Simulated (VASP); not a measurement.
A run of VASP 6.6.1 is set up as follows.

Contents of INCAR:

```
SYSTEM = In3Ga5As8
ALGO     = Fast           ! electronic algorithm
EDIFF    = 1E-7           ! SCF threshold, eV
EDIFFG   = -0.02          ! ionic threshold
ENCUT    = 520            ! plane-wave cutoff, eV
GGA      = PS             ! functional
IBRION   = 2              ! ionic algorithm
ISIF     = 3              ! what is computed and relaxed
ISMEAR   = 0              ! smearing method
LASPH    = .TRUE.         ! aspherical terms in the spheres
LCHARG   = .FALSE.        ! write CHGCAR
LREAL    = .FALSE.        ! projectors in reciprocal space
LWAVE    = .FALSE.        ! write WAVECAR
NELM     = 60             ! most SCF steps
NSW      = 60             ! ionic steps
PREC     = Accurate       ! precision mode
SIGMA    = 0.03           ! smearing width, eV
```

The input KPOINTS:

```
k-points
0
G
  4 4 4
  0 0 0
```

File POSCAR:

```
In3Ga5As8
1.0
    0.0000000000      5.8049000000      5.8049000000
    5.8049000000      0.0000000000      5.8049000000
    5.8049000000      5.8049000000      0.0000000000
In Ga As
3 5 8
Direct
    0.0000000000      0.0000000000      0.0000000000
    0.5000000000      0.5000000000      0.0000000000
    0.5000000000      0.5000000000      0.5000000000
    0.0000000000      0.0000000000      0.5000000000
    0.0000000000      0.5000000000      0.0000000000
    0.0000000000      0.5000000000      0.5000000000
    0.5000000000      0.0000000000      0.0000000000
    0.5000000000      0.0000000000      0.5000000000
    0.1250000000      0.1250000000      0.1250000000
    0.1250000000      0.1250000000      0.6250000000
    0.1250000000      0.6250000000      0.1250000000
    0.1250000000      0.6250000000      0.6250000000
    0.6250000000      0.1250000000      0.1250000000
    0.6250000000      0.1250000000      0.6250000000
    0.6250000000      0.6250000000      0.1250000000
    0.6250000000      0.6250000000      0.6250000000
```

Potentials or basis: VASP PAW PBE potentials, release 64 (In_d, Ga_d, As).

Launch:

```sh
$ cat potpaw_PBE.64/In_d/POTCAR potpaw_PBE.64/Ga_d/POTCAR potpaw_PBE.64/As/POTCAR > POTCAR
$ mpirun -np 1 vasp_std > vasp.out
```

Question: Predict the space group after relaxing (to 0.05 Å).

Answer: I-4m2 (No. 119).

Question: What does it give for the band gap on the k mesh?

Answer: None (metal or under the smearing width).

Question: What does it give for the relaxed volume?

Answer: 24.73 Å³/atom.

Question: Predict the relaxed cell.

Answer: a = 8.246 Å, b = 8.246 Å, c = 8.229 Å, α = 60.07°, β = 60.07°, γ = 59.86°.

Final structure:
```
In Ga As
1.0
     0.00000    5.81910    5.84305
     5.81910    0.00000    5.84305
     5.81910    5.81910    0.00000
In Ga As
3 5 8
Direct
  0.00059 0.00059 0.99941
  0.50000 0.50000 0.00000
  0.49941 0.49941 0.50059
  0.00000 0.00000 0.50000
  0.00014 0.49986 0.99986
  0.00014 0.49986 0.50014
  0.49986 0.00014 0.99986
  0.49986 0.00014 0.50014
  0.12976 0.12976 0.12960
  0.12976 0.12976 0.61089
  0.11481 0.61505 0.13507
  0.11089 0.62960 0.62976
  0.61505 0.11481 0.13507
  0.62960 0.11089 0.62976
  0.63507 0.63507 0.11505
  0.63507 0.63507 0.61481
```

Caveat: the PAW data sets were made with another functional, which shifts forces and pressure a little.
